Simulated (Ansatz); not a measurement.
# How the functional changes CdF₂ (COD cell start)

The compound was started in one structure type and brought to zero pressure at each level (plane-wave PAW code Ansatz, Gaussian smearing of 0.05 eV, scalar-relativistic unless SOC, spin–orbit coupling, is named).

The start was a cell as deposited in COD.

The cell at PBE (neighbours within 15 % of each site's shortest distance, so a longer bond may be listed from one end only): The structure is cubic, space group Fm-3m (No. 225). The conventional cell has a = 5.481 Å, b = 5.481 Å, c = 5.481 Å, α = 90.00°, β = 90.00°, γ = 90.00°. Cd (site symmetry m-3m) is surrounded by 8 F at 2.37 Å. F (site symmetry -43m) is surrounded by 4 Cd at 2.37 Å.

| level | cutoff (eV) | k-mesh | final group | a (Å) | V (Å³/atom) | gap (eV) | B0 (GPa) | E_f (eV/atom) |
| --- | --- | --- | --- | --- | --- | --- | --- | --- |
| PBE | 420 | 12×12×12 | Fm-3m | 5.481 | 13.72 | 2.92 | 93 | -2.18 |
| r²SCAN | 500 | 8×8×8 | Fm-3m | 5.388 | 13.04 | 3.79 | – | -2.50 |

Volumes against PBE: r²SCAN −5.0 %. r²SCAN widens the gap by 0.88 eV over PBE, as meta-GGAs in the generalised Kohn–Sham scheme often do. The formation energy spans 0.32 eV/atom over the functionals (r²SCAN lowest, PBE highest); the spread holds the functional's effect on the elements as well as on the compound.

The PAW datasets were made for PBE. Gaps are (generalised) Kohn–Sham gaps. E_f is the formation energy from the elements run alike, at 0 K, without zero-point energy or any correction for the binding of gas molecules; it is good to about 0.01 eV/atom as a calculation.

All runs used the PAW datasets of the set soft_2.
